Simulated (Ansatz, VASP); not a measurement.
**BeS in VASP and in Ansatz**

```
Be S
1.0
     0.00000   -2.41900   -2.41900
     2.41900    0.00000   -2.41900
     2.41900   -2.41900    0.00000
Be S
1 1
Cartesian
  0.0000 0.0000 0.0000
  3.6285 -3.6285 -3.6285
```

Alike in both runs: functional PBEsol; k mesh 8 × 8 × 8; occupations gaussian, width 0.02 eV; no spin polarisation.

Ansatz relaxed the structure, and its values are those at the end. VASP's run is a single point on that final structure, the one shown.

|  | VASP | Ansatz |
| --- | --- | --- |
| version | VASP 6.6.1 | Ansatz 0.2.0 |
| potentials or method | VASP PAW PBE potentials, release 64 (Be, S) | scalar-relativistic, plane waves, PAW |
| plane-wave cutoff (eV) | 520 | 420 |
| valence electrons in the cell | 8 | 8 |

```tsv
	VASP	Ansatz	Ansatz less VASP
gap on the k mesh at the Fermi level (eV)	2.91	2.91	-0.003
least direct gap on the mesh (eV)	5.61	5.58	-0.028
pressure (GPa)	0.2	0.0	-0.16
```

Caveats: the PAW data sets were made with another functional, which shifts forces and pressure a little (VASP). A k mesh can miss the band edges.
